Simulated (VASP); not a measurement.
# In (Im-3m) in VASP: further runs

Runs on In. Level: BLYP. Tasks: single point.

Everything below comes from runs of VASP 6.6.1. Logs are shortened: lines on timing, memory, paths and dates and some standing lists are left out, and cuts for length are marked.

## (1) The structure

The structure is cubic, space group Im-3m (No. 229). Conventional cell: a = 3.980 Å, b = 3.980 Å, c = 3.980 Å, α = 90.00°, β = 90.00°, γ = 90.00°. Around In (site symmetry m-3m) lie 8 In at 3.45 Å.

This isn't the form of In at room conditions, which is tetragonal.

## (2) Single point, BLYP

INCAR reads:

```
PREC = Accurate
ENCUT = 520
EDIFF = 1E-6
ISMEAR = -1
SIGMA = 0.1
LREAL = False
LASPH = True
NELM = 80
ALGO = Normal
ISIF = 2
LWAVE = False
LCHARG = False
GGA = B5
ALDAX = 1.0
AGGAX = 1.0
AGGAC = 1.0
ALDAC = 0.0
NBANDS = 12
```

KPOINTS reads:

```
regular mesh
0
Gamma
  18 18 18
```

POSCAR reads:

```
In
1.0
   -1.9901335492      1.9901335492      1.9901335492
    1.9901335492     -1.9901335492      1.9901335492
    1.9901335492      1.9901335492     -1.9901335492
In
1
Direct
    0.0000000000      0.0000000000      0.0000000000
```

Potentials or basis: VASP PAW PBE potentials, release 64 (In_d).

Launch:

```bash
$ cat potpaw_PBE.64/In_d/POTCAR > POTCAR
$ mpirun -np 1 vasp_std > vasp.out
```

OUTCAR:

```text
PREC = Accurate
   ENCUT = 520
   EDIFF = 1E-6
   ISMEAR = -1
   LREAL = False
   LASPH = True
   NELM = 80
   ISIF = 2
   GGA = B5

 ion  position               nearest neighbor table
   1  0.000  0.000  0.000-

  LATTYP: Found a body centered cubic cell.
 ALAT       =     3.9802670984

  Lattice vectors:

 A1 = (  -1.9901335492,   1.9901335492,   1.9901335492)
 A2 = (   1.9901335492,  -1.9901335492,   1.9901335492)
 A3 = (   1.9901335492,   1.9901335492,  -1.9901335492)

Analysis of symmetry for initial positions (statically):
=====================================================================
 Subroutine PRICEL returns:
 Original cell was already a primitive cell.

 Routine SETGRP: Setting up the symmetry group for a
 body centered cubic supercell.

 Subroutine GETGRP returns: Found 48 space group operations
 (whereof 48 operations were pure point group operations)
 out of a pool of 48 trial point group operations.

The static configuration has the point symmetry O_h .

Analysis of symmetry for dynamics (positions and initial velocities):
=====================================================================
 Subroutine PRICEL returns:
 Original cell was already a primitive cell.

 Routine SETGRP: Setting up the symmetry group for a
 body centered cubic supercell.

 Subroutine GETGRP returns: Found 48 space group operations
 (whereof 48 operations were pure point group operations)
 out of a pool of 48 trial point group operations.

The dynamic configuration has the point symmetry O_h .

 Subroutine INISYM returns: Found 48 space group operations
 (whereof 48 operations are pure point group operations),
 and found     1 'primitive' translations

----------------------------------------------------------------------------------------

                                     Primitive cell

  volume of cell :      31.5287

  direct lattice vectors                    reciprocal lattice vectors
    -1.990133549  1.990133549  1.990133549     0.000000000  0.251239421  0.251239421
     1.990133549 -1.990133549  1.990133549     0.251239421  0.000000000  0.251239421
     1.990133549  1.990133549 -1.990133549     0.251239421  0.251239421  0.000000000

  length of vectors
     3.447012421  3.447012421  3.447012421     0.355306196  0.355306196  0.355306196

  position of ions in fractional coordinates (direct lattice)
     0.000000000  0.000000000  0.000000000

  ion indices of the primitive-cell ions
   primitive index   ion index
                 1           1

----------------------------------------------------------------------------------------

 KPOINTS: regular mesh

Automatic generation of k-mesh.
 Grid dimensions read from file:
 generate k-points for:   18   18   18

 Generating k-lattice:

  Cartesian coordinates                     Fractional coordinates (reciprocal lattice)
     0.000000000  0.013957746  0.013957746     0.055555556  0.000000000  0.000000000
     0.013957746  0.000000000  0.013957746     0.000000000  0.055555556  0.000000000
     0.013957746  0.013957746  0.000000000     0.000000000  0.000000000  0.055555556

  Length of vectors
     0.019739233  0.019739233  0.019739233

  Shift w.r.t. Gamma in fractional coordinates (k-lattice)
     0.000000000  0.000000000  0.000000000

 Subroutine IBZKPT returns following result:
 ===========================================

 Found    195 irreducible k-points:

 Following reciprocal coordinates:
            Coordinates               Weight
  0.000000  0.000000  0.000000      1.000000
  0.055556  0.000000  0.000000     12.000000
  0.111111  0.000000  0.000000     12.000000
  0.166667  0.000000  0.000000     12.000000
  0.222222  0.000000  0.000000     12.000000
  0.277778  0.000000  0.000000     12.000000
[... 16 lines left out ...]
  0.333333  0.111111  0.000000     48.000000
  0.388889  0.111111  0.000000     48.000000
 [... further k-points ...]
   k-points           NKPTS =    195   k-points in BZ     NKDIM =    195   number of bands    NBANDS=     12
   number of dos      NEDOS =    301   number of ions     NIONS =      1
   total plane-waves  NPLWV =  21952
   dimension x,y,z NGX =    28 NGY =   28 NGZ =   28
   dimension x,y,z NGXF=    56 NGYF=   56 NGZF=   56
   ions per type =               1
   NGX,Y,Z   is equivalent  to a cutoff of  13.50, 13.50, 13.50 a.u.
   NGXF,Y,Z  is equivalent  to a cutoff of  27.01, 27.01, 27.01 a.u.
 SYSTEM =  unknown system
   PREC   = accura    normal or accurate (medium, high low for compatibility)
   ISTART =      0    job   : 0-new  1-cont  2-samecut
   ICHARG =      2    charge: 1-file 2-atom 10-const
   ISPIN  =      1    spin polarized calculation?
   LNONCOLLINEAR =      F non collinear calculations
   LSORBIT =      F    spin-orbit coupling
   LASPH  =      T    aspherical Exc in radial PAW
   ENCUT  =  520.0 eV  38.22 Ry    6.18 a.u.   6.41  6.41  6.41*2*pi/ulx,y,z
   NELM   =     80;   NELMIN=  2; NELMDL= -5     # of ELM steps
   EDIFF  = 0.1E-05   stopping-criterion for ELM
   LREAL  =      F    real-space projection
[... 7 lines left out ...]
   TEBEG  =    0.0;   TEEND  =   0.0 temperature during run
   PSTRESS=    0.0 pullay stress
   NELECT =      13.0000    total number of electrons
   NUPDOWN=      -1.0000    fix difference up-down
   EMIN   =  10.00;   EMAX   =-10.00  energy-range for DOS
   EFERMI =   0.00;   METHOD = LEGACY
   ISMEAR =    -1;   SIGMA  =   0.10  broadening in eV -4-tet -1-fermi 0-gaus
   EFERMI_NEDOS =   21; number of points for ismear=-14 and -15
   IALGO  =     38    algorithm
   IMIX   =      4    mixing-type and parameters
     AMIX     =   0.40;   BMIX     =  1.00
     AMIX_MAG =   1.60;   BMIX_MAG =  1.00
  volume/ion in A,a.u.               =      31.53       212.77
  Fermi-wavevector in a.u.,A,eV,Ry     =   1.218486  2.302604 20.200667  1.484707
  Thomas-Fermi vector in A             =   2.353770
   LORBIT       =      0    0 simple, 1 ext, 2 COOP (PROOUT), +10 PAW based schemes
   GGA     = B5    functional components
   LHFCALC =     F    Hartree Fock is set to
   AEXX    =    0.0000 exact exchange contribution
   IVDW    =     0    specifies the selected vdW correction
   LEPSILON=     F    determine dielectric tensor
   LRPA    =     F    only Hartree local field effects (RPA)
 non-spin polarized calculation
  energy-cutoff  :      520.00
  volume of cell :       31.53
 maximum number of plane-waves:       887
 NGX is ok and might be reduce to    28
   NGX = 13   NGY = 13   NGZ = 13

 number of electron      13.0000004 magnetization

 Free energy of the ion-electron system (eV)
  ---------------------------------------------------
  ext. energy  EPLUGINS =         0.00000000
  ---------------------------------------------------
  free energy    TOTEN  =        -1.87051128 eV

  energy without entropy =       -1.85322714  energy(sigma->0) =       -1.86186921

 E-fermi :   6.0520     XC(G=0):  -8.8224

 val. band max:        6.0466548044   @ k =  -0.3889   0.4444   0.2222
 cond. band min:       6.0592441214   @ k =   0.2222   0.1667   0.1667
 fundamental gap:      0.0125893170
 Fermi energy:         6.0519718630

 k-point     1 :       0.0000    0.0000    0.0000
  band No.  band energies     occupation
      1      -8.5321      2.00000
      2      -8.5321      2.00000
      3      -8.5321      2.00000
      4      -8.3592      2.00000
      5      -8.3592      2.00000
      6      -2.3318      2.00000
      7      14.9571      0.00000
      8      14.9571      0.00000
      9      14.9571      0.00000
     10      18.7735      0.00000
     11      18.7735      0.00000
     12      18.7735      0.00000

 k-point     2 :       0.0556    0.0000    0.0000
  band No.  band energies     occupation
      1      -8.5340      2.00000
      2      -8.5297      2.00000
      3      -8.5239      2.00000
      4      -8.3613      2.00000
      5      -8.3593      2.00000
      6      -2.2707      2.00000
      7      14.4145      0.00000
      8      14.7102      0.00000
      9      14.8743      0.00000
     10      18.0169      0.00000
     11      18.2658      0.00000
     12      18.6211      0.00000

 k-point     3 :       0.1111    0.0000    0.0000
  band No.  band energies     occupation
      1      -8.5395      2.00000
      2      -8.5237      2.00000
      3      -8.5006      2.00000
      4      -8.3670      2.00000
      5      -8.3597      2.00000
      6      -2.0871      2.00000
      7      13.1169      0.00000
      8      14.1260      0.00000
      9      14.6331      0.00000
     10      17.2427      0.00000
     11      17.6073      0.00000
     12      18.4590      0.00000
[... 286 lines left out ...]
 k-point    23 :       0.3333    0.1111    0.0000
  band No.  band energies     occupation
      1      -8.5754      2.00000
      2      -8.5130      2.00000
      3      -8.3790      2.00000
      4      -8.3678      2.00000
      5      -8.2960      2.00000
      6       0.8306      2.00000
      7       5.6472      1.96566
      8      10.0138      0.00000
      9      12.1745      0.00000
     10      15.8810      0.00000
     11      17.5003      0.00000
     12      19.5090      0.00000

 k-point    24 :       0.3889    0.1111    0.0000
  band No.  band energies     occupation
      1      -8.5802      2.00000
      2      -8.5171      2.00000
      3      -8.3735      2.00000
      4      -8.3688      2.00000
      5      -8.2758      2.00000
      6       1.6424      2.00000
      7       4.4937      2.00000
      8       9.7948      0.00000
      9      12.0091      0.00000
     10      15.7548      0.00000
     11      17.4140      0.00000
     12      20.1901      0.00000

 [... further k-points ...]
[... 5 lines left out ...]
  --------------------------------------------------------------------------------------
  -------------------------------------------------------------------------------------
  Total       -0.0217982     -0.0217982     -0.0217982      0.0000000      0.0000000     -0.0000000
  in kB       -1.1077065     -1.1077065     -1.1077065      0.0000000      0.0000000     -0.0000000
  external PRESSURE =      -1.1077065 kB  Pullay stress =       0.0000000 kB

 VOLUME and BASIS-vectors are now :
 -----------------------------------------------------------------------------
  energy-cutoff  :      520.00
  volume of cell :       31.53
      direct lattice vectors                 reciprocal lattice vectors
    -1.990133549  1.990133549  1.990133549     0.000000000  0.251239421  0.251239421
     1.990133549 -1.990133549  1.990133549     0.251239421  0.000000000  0.251239421
     1.990133549  1.990133549 -1.990133549     0.251239421  0.251239421  0.000000000

 POSITION                                       TOTAL-FORCE (eV/Angst)
 -----------------------------------------------------------------------------------
      0.00000      0.00000      0.00000         0.000000      0.000000     -0.000000
 -----------------------------------------------------------------------------------
    total drift:                               -0.000000     -0.000000     -0.000000

  FREE ENERGIE OF THE ION-ELECTRON SYSTEM (eV)
  ---------------------------------------------------
  free  energy   TOTEN  =        -1.8705112843 eV

  energy  without entropy=       -1.8532271405  energy(sigma->0) =       -1.86186921
```

It took 31 s on 1 thread of Intel Xeon 6975P-C (Granite Rapids), shared host; peak memory 0.2 GiB.

Results:

- Free energy: -1.8705 eV
- Pressure: -0.1 GPa
- Band gap on the k mesh: none (metal or under the smearing width)

Caveat: the PAW data sets were made with another functional, which shifts forces and pressure a little.

## (3) Single point, BLYP

This run uses another cell than the first one, of 34.05 Å³/atom, 1.080 times its volume.

INCAR reads:

```
PREC     = Accurate       # precision mode
ENCUT    = 520            # plane-wave cutoff, eV
EDIFF    = 1E-6           # SCF threshold, eV
ISMEAR   = -1             # smearing method
SIGMA    = 0.1            # smearing width, eV
LREAL    = F              # projectors in reciprocal space
LASPH    = T              # aspherical terms in the spheres
NELM     = 100            # most SCF steps
ALGO     = Fast           # electronic algorithm
ISIF     = 2              # what is computed and relaxed
LWAVE    = F              # write WAVECAR
LCHARG   = F              # write CHGCAR
GGA      = B5             # functional
ALDAX    = 1.0          
AGGAX    = 1.0          
AGGAC    = 1.0          
ALDAC    = 0.0          
NBANDS   = 12             # bands
```

KPOINTS reads:

```
Automatic mesh
0
Gamma
  18 18 18
```

POSCAR reads:

```
In
1.0
   -2.0418482999      2.0418482999      2.0418482999
    2.0418482999     -2.0418482999      2.0418482999
    2.0418482999      2.0418482999     -2.0418482999
In
1
Direct
    0.0000000000      0.0000000000      0.0000000000
```

Potentials or basis: VASP PAW PBE potentials, release 64 (In_d).

Launch:

```bash
$ cat potpaw_PBE.64/In_d/POTCAR > POTCAR
$ mpirun -np 1 vasp_std > vasp.out
```

OUTCAR:

```text
PREC = Accurate
   ENCUT = 520
   EDIFF = 1E-6
   ISMEAR = -1
   LREAL = F
   LASPH = T
   NELM = 100
   ISIF = 2
   GGA = B5

 ion  position               nearest neighbor table
   1  0.000  0.000  0.000-

  LATTYP: Found a body centered cubic cell.
 ALAT       =     4.0836965998

  Lattice vectors:

 A1 = (  -2.0418482999,   2.0418482999,   2.0418482999)
 A2 = (   2.0418482999,  -2.0418482999,   2.0418482999)
 A3 = (   2.0418482999,   2.0418482999,  -2.0418482999)

[... 529 lines left out ...]
      3      -9.0686      2.00000
      4      -9.0652      2.00000
      5      -8.9894      2.00000
      6       1.0147      2.00000
      7       3.9285      2.00000
      8       8.8833      0.00000
      9      11.0000      0.00000
     10      14.5882      0.00000
     11      16.1760      0.00000
     12      18.8964      0.00000

 [... further k-points ...]
[... 5 lines left out ...]
  --------------------------------------------------------------------------------------
  -------------------------------------------------------------------------------------
  Total       -0.2969608     -0.2969608     -0.2969608      0.0000000      0.0000000     -0.0000000
  in kB      -13.9726669    -13.9726669    -13.9726669      0.0000000      0.0000000     -0.0000000
  external PRESSURE =     -13.9726669 kB  Pullay stress =       0.0000000 kB

 VOLUME and BASIS-vectors are now :
 -----------------------------------------------------------------------------
  energy-cutoff  :      520.00
  volume of cell :       34.05
      direct lattice vectors                 reciprocal lattice vectors
    -2.041848300  2.041848300  2.041848300     0.000000000  0.244876174  0.244876174
     2.041848300 -2.041848300  2.041848300     0.244876174  0.000000000  0.244876174
     2.041848300  2.041848300 -2.041848300     0.244876174  0.244876174  0.000000000

 POSITION                                       TOTAL-FORCE (eV/Angst)
 -----------------------------------------------------------------------------------
      0.00000      0.00000      0.00000        -0.000000      0.000000     -0.000000
 -----------------------------------------------------------------------------------
    total drift:                               -0.000000     -0.000000     -0.000000

  FREE ENERGIE OF THE ION-ELECTRON SYSTEM (eV)
  ---------------------------------------------------
  free  energy   TOTEN  =        -1.8586519881 eV

  energy  without entropy=       -1.8399411421  energy(sigma->0) =       -1.84929657
```

OSZICAR:

```text
N       E                     dE             d eps       ncg     rms          rms(c)
DAV:   1     0.798198279070E+02    0.79820E+02   -0.61799E+03  4736   0.125E+03
DAV:   2     0.226657943542E+01   -0.77553E+02   -0.75886E+02  4876   0.282E+02
DAV:   3    -0.177479504516E+01   -0.40414E+01   -0.40307E+01  5664   0.652E+01
DAV:   4    -0.187783278623E+01   -0.10304E+00   -0.10301E+00  5944   0.110E+01
DAV:   5    -0.188245539376E+01   -0.46226E-02   -0.46225E-02  6452   0.194E+00    0.141E+00
RMM:   6    -0.186130380709E+01    0.21152E-01   -0.35551E-02  5633   0.295E+00    0.667E-01
RMM:   7    -0.185859704334E+01    0.27068E-02   -0.10388E-02  5470   0.130E+00    0.165E-01
RMM:   8    -0.185858545082E+01    0.11593E-04   -0.17125E-03  6908   0.489E-01    0.922E-02
RMM:   9    -0.185864441648E+01   -0.58966E-04   -0.52793E-04  6788   0.191E-01    0.267E-02
RMM:  10    -0.185864764109E+01   -0.32246E-05   -0.89102E-05  7043   0.141E-01    0.141E-02
RMM:  11    -0.185865114852E+01   -0.35074E-05   -0.36799E-05  7133   0.550E-02    0.209E-02
RMM:  12    -0.185865198812E+01   -0.83960E-06   -0.63938E-06  5408   0.263E-02
   1 F= -.18586520E+01 E0= -.18492966E+01  d E =-.187108E-01
```

It took 40 s on 1 thread of Intel Xeon 6975P-C (Granite Rapids), shared host; peak memory 0.2 GiB.

What came out:

```yaml
Free_energy: -1.8587 eV
Pressure: -1.4 GPa
Band_gap_on_the_k_mesh: none (metal or under the smearing width)
```

Caveat: the PAW data sets were made with another functional, which shifts forces and pressure a little.
